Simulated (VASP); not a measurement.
Wanted: the native input for a VASP 6.6.1 run.

* Task: single point
* Functional: PBEsol
* Potentials or basis: VASP PAW PBE potentials, release 64 (Be)
* Cutoff: 520 eV
* k mesh: 6 × 6 × 4
* Occupations: gaussian, width 0.1 eV
* Spin: no spin polarisation
* Dipole correction: no
* Further INCAR settings: LREAL = Auto; ALGO = Fast; EDIFF = 1e-07; NBANDS = 40

The structure of Be (a cell with a defect) lies in POSCAR:

```
Be
1.0
   -4.9856521339      2.4928260670     -2.4928260670
   -2.4928260670     -2.4928260670     -4.9856521339
   -4.9856521339     -2.4928260670      2.4928260670
Be
23
Direct
    0.8541666528      0.6666666667      0.4375000249
    0.4255502386      0.6666666667      0.7444472321
    0.5503891369      0.6666666667      0.3607311783
    0.6682659060      0.6666666667     -0.0258822508
    0.0400674645      0.6666666667      0.9008822165
    0.1579441398      0.6666666667      0.5142688500
    0.2827831281      0.6666666667      0.1305527490
    0.7100507114      0.3243248012      0.8687644766
    0.8315953540      0.3412002010      0.4994576420
    0.9531400745      0.3547360612      0.1270832087
    0.4617768402      0.3253947305      0.6286099293
    0.5878284381      0.3253947152      0.2463900345
    0.0671238197      0.3547360987      0.7479167931
    0.2022045145      0.3412001260      0.3755423853
    0.3406244755      0.3243248107      0.0062355305
    0.7551932517     -0.0214027653      0.7479167931
    0.8767379738     -0.0078667926      0.3755423853
    0.3677088459      0.0090085321      0.8687644766
    0.5061288883     -0.0078668676      0.4994576420
    0.6412094690     -0.0214027279      0.1270832087
    0.1205049040      0.0079386028      0.6286099293
    0.2465564866      0.0079386182      0.2463900345
   -0.0017173805      0.0090085227      0.0062355305
```

The input as run:

INCAR

```
PREC = Accurate
ENCUT = 520
EDIFF = 1E-7
ISMEAR = 0
SIGMA = 0.1
LREAL = Auto
LASPH = True
NELM = 100
ALGO = Fast
ISIF = 2
LWAVE = False
LCHARG = False
GGA = PS
NBANDS = 40
```

KPOINTS

```
regular mesh
0
Gamma
  6 6 4
```

Potentials or basis: VASP PAW PBE potentials, release 64 (Be).

The run is started by

```console
$ cat potpaw_PBE.64/Be/POTCAR > POTCAR
$ mpirun -np 1 vasp_std > vasp.out
```

Results of the run:

- Pressure: -1.0 GPa
- Largest force: 0.674 eV/Å
- Band gap on the k mesh: none (metal or under the smearing width)

Caveat: the PAW data sets were made with another functional, which shifts forces and pressure a little.

Run time: 7.2 min on 1 thread of Intel(R) Xeon(R) Platinum 8488C (Sapphire Rapids), with other jobs on the host, peak memory 0.43 GiB.
